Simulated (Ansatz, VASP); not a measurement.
**ZnCu: VASP beside Ansatz**

File INCAR:

```
PREC = Accurate
ENCUT = 520
EDIFF = 1E-6
ISMEAR = -1
SIGMA = 0.08
LREAL = F
LASPH = T
NELM = 80
ALGO = Normal
ISIF = 2
LWAVE = F
LCHARG = F
GGA = PE
NBANDS = 18
```

The input KPOINTS:

```
Automatic mesh
0
Gamma
  14 14 14
```

Contents of POSCAR:

```
ZnCu
1.0
    2.9231579186      0.0000000000      0.0000000000
    0.0000000000      2.9231579186      0.0000000000
    0.0000000000      0.0000000000      2.9891750000
Zn Cu
1 1
Direct
    0.5000000000      0.5000000000      0.5000000000
    0.0000000000      0.0000000000      0.0000000000
```

Input for Ansatz:

```yaml
crystal:
  lattice:
    - [2.9231579186, 0.0, 0.0]
    - [0.0, 2.9231579186, 0.0]
    - [0.0, 0.0, 2.989175]
  atoms:
    - { symbol: Zn, position: [0.5, 0.5, 0.5] }
    - { symbol: Cu, position: [0.0, 0.0, 0.0] }
kpoints:
  mp_grid: { grid: [14, 14, 14] }
scf:
  occupations: { method: fermi_dirac, width: 0.08 }
hamiltonian:
  xc: pbe
  pseudopotentials: { kind: all_electron, lapw: { basis_error: 0.00025 } }
output:
  forces: true
  stress: true
  eigenvalues: true
```

Change from the starting cell: z stretched by +1.5 % at fixed volume.

Alike in both runs: task single point; functional PBE; k mesh 14 × 14 × 14; occupations fermi-dirac, width 0.08 eV; no spin polarisation.

|  | VASP | Ansatz |
| --- | --- | --- |
| version | VASP 6.6.1 | Ansatz 0.2.0 |
| potentials or method | VASP PAW PBE potentials, release 64 (Zn, Cu) | all-electron LAPW, scalar-relativistic |
| plane-wave cutoff (eV) | 520 | see its input |

Ansatz gave:

| Item | Value |
| --- | --- |
| pressure (GPa) | 2.3 |
| largest component of the traceless stress (GPa) | 0.32 |

Problem. What did VASP give for the same quantities?

Solution. Pressure (GPa): 2.8; largest component of the traceless stress (GPa): 0.35.

Ansatz ran all-electron here, so the differences hold the error of VASP's frozen core and of both bases.
